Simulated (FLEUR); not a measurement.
The system is MoSe2.

```
Mo Se
1.0
     3.28800    0.00000    0.00000
    -1.64400    2.84749    0.00000
     0.00000    0.00000   12.90000
Mo Se
2 4
Direct
  0.66667 0.33333 0.75000
  0.33333 0.66667 0.25000
  0.66667 0.33333 0.37500
  0.33333 0.66667 0.87500
  0.66667 0.33333 0.12500
  0.33333 0.66667 0.62500
```

Base run:

- Program: FLEUR MaX-R8.1 (later development tree)
- Functional: r2SCAN
- Potentials or basis: all-electron
- Basis: FLAPW
- Kmax: 4.9 1/bohr
- k mesh: 7 × 7 × 2
- Occupations: fermi-dirac, width 0.05 eV
- Spin: spin-orbit coupling, no magnetisation

Its results: band gap on the k mesh 1.13 eV, indirect (least direct gap 1.83 eV).

Task: The run is repeated on the same cell with these changes: k mesh from 7 × 7 × 2 to 9 × 9 × 2; spin from spin-orbit coupling, no magnetisation to no spin polarisation. What comes out?

Result: Band gap on the k mesh 0.96 eV, indirect (least direct gap 1.47 eV).

Several settings changed at once, so the effect can't be laid on one alone.

Caveats: the meta-GGA is that of a development version, with a GGA for the radial functions and cores and without core tails; spin-orbit coupling is added in second variation on a limited number of bands (some runs); the mesh misses the band edges, which the band path finds closer together (some runs).
